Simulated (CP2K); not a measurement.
The system is Si.

```xyz
2
Lattice="3.8493 0.0000 0.0000 1.9246 3.3336 0.0000 1.9246 1.1112 3.1429" Properties=species:S:1:pos:R:3 pbc="T T T"
Si    3.8493    2.2224    1.5715
Si    5.7739    3.3336    2.3572
```

Program: CP2K 2026.2. Alike in all runs: task band structure; no spin polarisation; cell as given; k mesh 8 × 8 × 8.

Question: Order these runs on this cell by their band gap on the k mesh, lowest first.
A. level TB-mBJ; potentials or basis POTENTIAL_UZH Si GTH-PBE-q4; TZVP-MOLOPT-PBE-GTH basis; smearing fermi-dirac 0.1 eV; EPS_DEFAULT 1.0E-10; NGRIDS 5; basis sets Si TZVP-MOLOPT-PBE-GTH-q4; potentials Si GTH-PBE-q4 of POTENTIAL_UZH; bands added on the path 2
B. level PBE; potentials or basis POTENTIAL_UZH Si GTH-PBE-q4; TZVP-MOLOPT-PBE-GTH basis; smearing fermi-dirac 0.01 eV; EPS_DEFAULT 1.0E-9; NGRIDS 4; basis sets Si TZVP-MOLOPT-PBE-GTH-q4; potentials Si GTH-PBE-q4 of POTENTIAL_UZH; bands added on the path 6
C. level r2SCAN; potentials or basis POTENTIAL_UZH Si GTH-SCAN-q4; TZVP-MOLOPT-SCAN-GTH basis; smearing fermi-dirac 0.05 eV; EPS_DEFAULT 1.0E-9; NGRIDS 5; basis sets Si TZVP-MOLOPT-SCAN-GTH-q4; potentials Si GTH-SCAN-q4 of POTENTIAL_UZH; bands added on the path 4

Answer: B (0.72 eV), C (0.94 eV), A (1.23 eV).

Caveats: the basis of atomic orbitals isn't converged, which shifts pressures, moduli and gaps; this is a model potential without an energy functional, so only levels have meaning (some runs).

A k mesh can miss the band edges.

Not every run made on this cell is shown here.
